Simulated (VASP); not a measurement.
TiO2:

```
Ti O
1.0
     4.59984    0.00000    0.00000
     0.00000    4.59984    0.00000
     0.00000    0.00000    2.95921
Ti O
2 4
Direct
  0.00000 0.00000 0.50000
  0.50000 0.50000 0.00000
  0.30432 0.30432 0.50000
  0.19568 0.80432 0.00000
  0.80432 0.19568 0.00000
  0.69568 0.69568 0.50000
```

The cell is a database's computed one.

| Property | Result |
| --- | --- |
| Program | VASP 6.6.1 |
| Task | relaxation of cell and atoms |
| Functional | BLYP |
| Dispersion | D3 |
| Potentials or basis | VASP PAW PBE potentials, release 64 (Ti_sv, O) |
| Cutoff | 600 eV |
| k mesh | 6 × 6 × 9 |
| Occupations | fermi-dirac, width 0.05 eV |
| Spin | no spin polarisation |

At the start: pressure 6.2 GPa; volume 10.44 Å³/atom.

Problem. Where does the relaxation end?

Solution. Over 6 steps the energy falls by 5.6 meV/atom and the volume is 10.72 Å³/atom (+2.8 %); space group P4_2/mnm (No. 136, to 0.05 Å).

Step by step:
| step | energy change (eV) | largest force (eV/Å) | pressure (GPa) | volume (Å³) |
| --- | --- | --- | --- | --- |
| 1 | 0.0000 | 0.1135 | 6.20 | 62.61 |
| 2 | 0.0154 | 0.2350 | -6.78 | 66.34 |
| 3 | -0.0315 | 0.0531 | -0.04 | 64.26 |
| 4 | -0.0315 | 0.0500 | 0.07 | 64.22 |
| 5 | -0.0332 | 0.0146 | 0.07 | 64.30 |
| 6 | -0.0333 | 0.0008 | 0.07 | 64.34 |

Final structure:
```xyz
6
Lattice="4.6529 0.0000 0.0000 0.0000 4.6529 0.0000 0.0000 0.0000 2.9717" Properties=species:S:1:pos:R:3 pbc="T T T"
Ti    0.0000    4.6529    1.4859
Ti    2.3264    2.3264    0.0000
O     1.4163    1.4163    1.4859
O     0.9102    3.7427    0.0000
O     3.7427    0.9102    0.0000
O     3.2366    3.2366    1.4859
```

Caveat: the PAW data sets were made with another functional, which shifts forces and pressure a little.
